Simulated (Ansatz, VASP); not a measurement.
One calculation of Ca, two programs

```xyz
2
Lattice="0.0000 3.6726 3.6726 3.6726 0.0000 3.6726 3.6726 3.6726 0.0000" Properties=species:S:1:pos:R:3 pbc="T T T"
Ca    3.6726    3.6726    3.6726
Ca    5.5090    5.5090    5.5090
```

Alike in both runs: task single point; functional r2SCAN; k mesh 4 × 4 × 4; occupations gaussian, width 0.1 eV; no spin polarisation.

|  | VASP | Ansatz |
| --- | --- | --- |
| version | VASP 6.6.1 | Ansatz 0.2.0 |
| potentials or method | VASP PAW PBE potentials, release 64 (Ca_sv) | scalar-relativistic, plane waves, PAW |
| plane-wave cutoff (eV) | 520 | 500 |
| valence electrons in the cell | 20 | 20 |

|  | VASP | Ansatz | Ansatz less VASP |
| --- | --- | --- | --- |
| gap on the k mesh at the Fermi level (eV) | none | none | - |
| pressure (GPa) | 3.0 | 3.0 | +0.01 |

A gap of «none» marks a metal or a gap that the smearing closes.

Caveats: the k mesh is coarse (spacing up to 0.37 Å⁻¹), so the values aren't converged; the PAW data sets were made with another functional, which shifts forces and pressure a little (VASP).
